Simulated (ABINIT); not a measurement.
# SnTe (Fm-3m) in ABINIT: notebook, part 2 of 2

ABINIT 10.8.3 (patched build). The steps go on from the part before.

## (3) Single point, PBE, spin-orbit coupling, no magnetisation

run.abi

```
# Pseudopotentials
pp_dirpath "./"
pseudos "Te.GGA_PBE-JTH.xml, Sn.GGA_PBE-JTH.xml"

# Structure
acell 4.455974803 4.455974803 4.455974803 Angstrom
rprim
     0.0000000000     0.7071067812     0.7071067812
     0.7071067812     0.0000000000     0.7071067812
     0.7071067812     0.7071067812     0.0000000000
ntypat 2
znucl 52 50
natom 2
typat 1 2
xred
     0.5000000000     0.5000000000     0.5000000000
     0.0000000000     0.0000000000     0.0000000000

# Plane-wave basis
ecut 16.0
pawecutdg 32.0
pawxcdev 0

# k points
kptopt 4
ngkpt 5 5 5
nshiftk 1
shiftk 0.0 0.0 0.0

# Exchange and correlation
ixc 11

# Bands and occupations
nband 28
occopt 3
tsmear 0.05 eV

# Spin
nspinor 2
nspden 1
pawspnorb 1

# SCF cycle
nstep 100
tolvrs 1.0e-9

# Output
iomode 3
prtwf 0
prteig 0
prtebands 0
enunit 2
prtden 1
prtvha 1
prtvclmb 1
prtpot 1
```

Potentials or basis: JTH PAW PBE v2.0.

Launch:

```bash
$ mpirun --bind-to none -np 4 abinit run.abi > log 2>&1
```

run.abo:

```text
.Version 10.8.3 of ABINIT
 Symmetries : space group F4 3 2 (#209); Bravais cF (face-center cubic)
================================================================================
 Values of the parameters that define the memory need of the present run
     intxc =       0    ionmov =       0      iscf =      17    lmnmax =      18
     lnmax =       6     mgfft =      32  mpssoang =       3    mqgrid =    3001
     natom =       2  nloc_mem =       2    nspden =       1   nspinor =       2
    nsppol =       1      nsym =      24    n1xccc =       1    ntypat =       2
    occopt =       3   xclevel =       2
       mpw =        1307          nfft =       32768          nkpt =          10
Pmy_natom=         1
 PAW method is used; the additional fine FFT grid is defined by:
   mgfftf=        45    nfftf =     91125
================================================================================
================================================================================

--------------------------------------------------------------------------------
------------- Echo of variables that govern the present computation ------------
--------------------------------------------------------------------------------
 -outvars: echo values of preprocessed input variables --------
            acell      8.4205720016E+00  8.4205720016E+00  8.4205720016E+00 Bohr
              amu      1.27600000E+02  1.18710000E+02
             ecut      1.60000000E+01 Hartree
           enunit           2
              ixc          11
           kptopt           4
         kptrlatt        5    0    0      0    5    0      0    0    5
          kptrlen      4.21028600E+01
            natom           2
            nband          28
            ngfft          32      32      32
          ngfftdg          45      45      45
             nkpt          10
          nspinor           2
            nstep         100
             nsym          24
           ntypat           2
           occopt           3
        pawcpxocc           2
        pawecutdg      3.20000000E+01 Hartree
        pawspnorb           1
         pawxcdev           0
        prtebands           0
           prteig           0
           prtpot           1
         prtvclmb           1
           prtvha           1
            prtwf           0
            rprim      0.0000000000E+00  7.0710678120E-01  7.0710678120E-01
                       7.0710678120E-01  0.0000000000E+00  7.0710678120E-01
                       7.0710678120E-01  7.0710678120E-01  0.0000000000E+00
          spgroup         209
           tolvrs      1.00000000E-09
           tsmear      1.83746611E-03 Hartree
            typat      1  2
           useylm           1
           xangst      3.1508500001E+00  3.1508500001E+00  3.1508500001E+00
                       0.0000000000E+00  0.0000000000E+00  0.0000000000E+00
            xcart      5.9542435639E+00  5.9542435639E+00  5.9542435639E+00
                       0.0000000000E+00  0.0000000000E+00  0.0000000000E+00
             xred      5.0000000000E-01  5.0000000000E-01  5.0000000000E-01
                       0.0000000000E+00  0.0000000000E+00  0.0000000000E+00
            znucl       52.00000   50.00000

================================================================================

 chkinp: Checking input parameters for consistency.

================================================================================
== DATASET  1 ==================================================================

--- !DatasetInfo
iteration_state: {dtset: 1, }
dimensions: {natom: 2, nkpt: 10, mband: 28, nsppol: 1, nspinor: 2, nspden: 1, mpw: 1307, }
[... 105 lines left out ...]
    2        2.51086         11.80686144

================================================================================

 ----iterations are completed or convergence reached----

 Mean square residual over all n,k,spin=   22.388E-08; max=  29.118E-06
 reduced coordinates (array xred) for    2 atoms
       0.500000000000      0.500000000000      0.500000000000
       0.000000000000      0.000000000000      0.000000000000
 rms dE/dt=  0.0000E+00; max dE/dt=  0.0000E+00; dE/dt below (all hartree)
    1       0.000000000000      0.000000000000      0.000000000000
    2       0.000000000000      0.000000000000      0.000000000000

 cartesian coordinates (angstrom) at end:
    1      3.15085000005763     3.15085000005763     3.15085000005763
    2      0.00000000000000     0.00000000000000     0.00000000000000

 cartesian forces (hartree/bohr) at end:
    1     -0.00000000000000    -0.00000000000000    -0.00000000000000
    2     -0.00000000000000    -0.00000000000000    -0.00000000000000
 frms,max,avg= 0.0000000E+00 0.0000000E+00   0.000E+00  0.000E+00  0.000E+00 h/b

 cartesian forces (eV/Angstrom) at end:
    1     -0.00000000000000    -0.00000000000000    -0.00000000000000
    2     -0.00000000000000    -0.00000000000000    -0.00000000000000
 frms,max,avg= 0.0000000E+00 0.0000000E+00   0.000E+00  0.000E+00  0.000E+00 e/A
 length scales=  8.420572001616  8.420572001616  8.420572001616 bohr
              =  4.455974803000  4.455974803000  4.455974803000 angstroms
 Fermi (or HOMO) energy (hartree) =  -0.02818   Average Vxc (hartree)=  -0.34911
 Eigenvalues (hartree) for nkpt=  10  k points:
 kpt#   1, nband= 28, wtk=  0.00800, kpt=  0.0000  0.0000  0.0000 (reduced coord)
  -0.85528   -0.85528   -0.85528   -0.85528   -0.81728   -0.81728   -0.81728   -0.81728
  -0.81719   -0.81719   -0.49910   -0.49910   -0.20073   -0.20073   -0.12755   -0.12755
  -0.09750   -0.09750   -0.09750   -0.09750    0.07677    0.07677    0.10805    0.10805
   0.10805    0.10805    0.14805    0.14851
      occupation numbers for kpt#   1
   1.00000    1.00000    1.00000    1.00000    1.00000    1.00000    1.00000    1.00000
   1.00000    1.00000    1.00000    1.00000    1.00000    1.00000    1.00000    1.00000
   1.00000    1.00000    1.00000    1.00000    0.00000    0.00000    0.00000    0.00000
   0.00000    0.00000    0.00000    0.00000
 prteigrs : prtvol=0 or 1, do not print more k-points.

 Fermi (or HOMO) energy (eV) =  -0.76688   Average Vxc (eV)=  -9.49975
 Eigenvalues (   eV  ) for nkpt=  10  k points:
 kpt#   1, nband= 28, wtk=  0.00800, kpt=  0.0000  0.0000  0.0000 (reduced coord)
 -23.27322  -23.27322  -23.27322  -23.27322  -22.23932  -22.23932  -22.23932  -22.23932
 -22.23685  -22.23685  -13.58119  -13.58119   -5.46207   -5.46207   -3.47089   -3.47089
  -2.65321   -2.65321   -2.65321   -2.65321    2.08907    2.08907    2.94020    2.94020
   2.94020    2.94020    4.02875    4.04108
 prteigrs : prtvol=0 or 1, do not print more k-points.

--- !EnergyTerms
iteration_state     : {dtset: 1, }
comment             : Components of total free energy in Hartree
kinetic             :  1.41580920142897E+01
hartree             :  2.91123916226389E+01
xc                  : -1.09539379781417E+01
Ewald energy        : -5.23476707185128E+01
psp_core            :  6.43715902776213E+00
local_psp           : -7.88148992701139E+01
PAW spherical_terms :  1.43485023081303E+01
internal            : -7.80603629939474E+01
'-kT*entropy'       : -1.25628892318521E-05
total_energy        : -7.80603755568366E+01
total_energy_eV     : -2.12413102978342E+03
...

--- !EnergyTermsDC
iteration_state     : {dtset: 1, }
comment             : '"Double-counting" decomposition of free energy'
band_energy         : -1.06126213320093E+01
Ewald energy        : -5.23476707185128E+01
psp_core            :  6.43715902776213E+00
xc_dc               : -3.24795529854091E+01
PAW spherical_terms :  1.09423234442036E+01
internal            : -7.80603625639654E+01
'-kT*entropy'       : -1.25628892318521E-05
total_energy_dc     : -7.80603751268547E+01
total_energy_dc_eV  : -2.12413101808301E+03
...

--- !EnergyTermsWithPAWCore
iteration_state     : {dtset: 1, }
comment             : 'Components of total free energy, including PAW core contributions'
Total energy        : -1.29719608209232E+04
Total energy DC     : -1.29719608204932E+04
Total energy (eV)   : -3.52985036265874E+05
Total energy DC (eV): -3.52985036254173E+05
...

 Cartesian components of stress tensor (hartree/bohr^3)
  sigma(1 1)= -6.31083546E-05  sigma(3 2)=  0.00000000E+00
  sigma(2 2)= -6.31083546E-05  sigma(3 1)=  0.00000000E+00
  sigma(3 3)= -6.31083546E-05  sigma(2 1)=  0.00000000E+00

-Cartesian components of stress tensor (GPa)         [Pressure=  1.8567E+00 GPa]
- sigma(1 1)= -1.85671190E+00  sigma(3 2)=  0.00000000E+00
- sigma(2 2)= -1.85671190E+00  sigma(3 1)=  0.00000000E+00
- sigma(3 3)= -1.85671190E+00  sigma(2 1)=  0.00000000E+00

== END DATASET(S) ==============================================================
================================================================================

 -outvars: echo values of variables after computation  --------
            acell      8.4205720016E+00  8.4205720016E+00  8.4205720016E+00 Bohr
           etotal     -7.8060375127E+01
            fcart     -0.0000000000E+00 -0.0000000000E+00 -0.0000000000E+00
                      -0.0000000000E+00 -0.0000000000E+00 -0.0000000000E+00
            rprim      0.0000000000E+00  7.0710678120E-01  7.0710678120E-01
                       7.0710678120E-01  0.0000000000E+00  7.0710678120E-01
                       7.0710678120E-01  7.0710678120E-01  0.0000000000E+00
           strten     -6.3108354648E-05 -6.3108354648E-05 -6.3108354648E-05
                       0.0000000000E+00  0.0000000000E+00  0.0000000000E+00
           xangst      3.1508500001E+00  3.1508500001E+00  3.1508500001E+00
                       0.0000000000E+00  0.0000000000E+00  0.0000000000E+00
             xred      5.0000000000E-01  5.0000000000E-01  5.0000000000E-01
                       0.0000000000E+00  0.0000000000E+00  0.0000000000E+00
 Calculation completed.
```

Run time: 16 s. Hardware: 4 MPI ranks of Intel Xeon Platinum 8488C (Sapphire Rapids), shared host; peak memory 0.4 GiB.

Results:

| Property | Result |
| --- | --- |
| Free energy | -2124.1310 eV |
| Valence electrons inside the program's atomic spheres | Te 3.15; Sn 11.81 |

Levels at points of the mesh, in eV from the Fermi level:
```tsv
k point	band 17	band 18	band 19	band 20	band 21	band 22	band 23	band 24
(0.00, 0.00, 0.00)	-1.89	-1.89	-1.89	-1.89	2.86	2.86	3.71	3.71
```

Caveat: the cutoff is too short for stress, so the log's stress isn't used; this odd mesh misses L, where the gap lies, so gap, dielectric constants and Born charges aren't listed.
